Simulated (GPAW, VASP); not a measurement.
Given: the input of a run of VASP 6.6.1 on GaAs. 

The input INCAR:

```
SYSTEM = GaAs
PREC = Accurate
ENCUT = 520
EDIFF = 1E-7
ISMEAR = 0
SIGMA = 0.018000000000000002
LREAL = .False.
LASPH = .True.
NELM = 80
ALGO = Fast
ISIF = 2
LWAVE = .False.
LCHARG = .False.
GGA = PE
```

File KPOINTS:

```
Automatic mesh
0
Gamma
  8 8 8
  0 0 0
```

The input POSCAR:

```
GaAs
1.0
    0.0000000000      2.8268500000      2.8268500000
    2.8268500000      0.0000000000      2.8268500000
    2.8268500000      2.8268500000      0.0000000000
As Ga
1 1
Direct
    0.7500000000      0.7500000000      0.7500000000
    0.0000000000      0.0000000000      0.0000000000
```

Potentials or basis: VASP PAW PBE potentials, release 64 (As, Ga_d).

Run with:

```console
$ cat potpaw_PBE.64/As/POTCAR potpaw_PBE.64/Ga_d/POTCAR > POTCAR
$ mpirun -np 1 vasp_std > vasp.out
```

Q: Set up the same calculation for GPAW 26.7.0 (ASE script). Potentials or basis there: GPAW PAW data sets (gpaw-data 1.2.1), cutoff 600 eV.

A: As run (cutoffs and basis follow the program's own potentials, and thresholds, step limits or extra output files can differ):

Contents of run.py:

```python
from ase.dft.bandgap import bandgap
from ase.io import read, write
from ase.units import GPa
from gpaw import GPAW, PW

atoms = read('GaAs.xyz')

calc = GPAW(mode=PW(600),
            xc='PBE',
            kpts={'size': (8, 8, 8), 'gamma': True},
            occupations={'name': 'methfessel-paxton', 'order': 0, 'width': 0.018000000000000002},
            nbands=11,
            convergence={'density': 1e-05, 'energy': 1e-05},
            maxiter=150,
            txt='gpaw.txt')
atoms.calc = calc
energy = atoms.get_potential_energy()
forces = atoms.get_forces()
stress = atoms.get_stress()
calc.write('gs.gpw')
write('result.traj', atoms)
print(f'Energy: {energy:.6f} eV')
print('Forces (eV/A):')
print(forces.round(4))
print('Stress (GPa):', (stress / GPa).round(3))
print('Fermi level:', round(calc.get_fermi_level(), 4), 'eV')
print(f'Gap: {bandgap(calc)[0]:.4f} eV, direct: {bandgap(calc, direct=True)[0]:.4f} eV')
```

The input GaAs.xyz:

```xyz
2
Lattice="0.0000000000 2.8268500000 2.8268500000 2.8268500000 0.0000000000 2.8268500000 2.8268500000 2.8268500000 0.0000000000" Properties=species:S:1:pos:R:3 pbc="T T T"
As     4.2402750000      4.2402750000      4.2402750000
Ga     0.0000000000      0.0000000000      0.0000000000
```

Potentials or basis: GPAW PAW data sets (gpaw-data 1.2.1), pw.

Command:

```sh
$ OMP_NUM_THREADS=1 python run.py
```

Both were run:

|  | VASP | GPAW |
| --- | --- | --- |
| Pressure | 3.5 GPa | 4.3 GPa |

The potentials hold 18 and 8 valence electrons a cell.

Pressure is positive in compression.
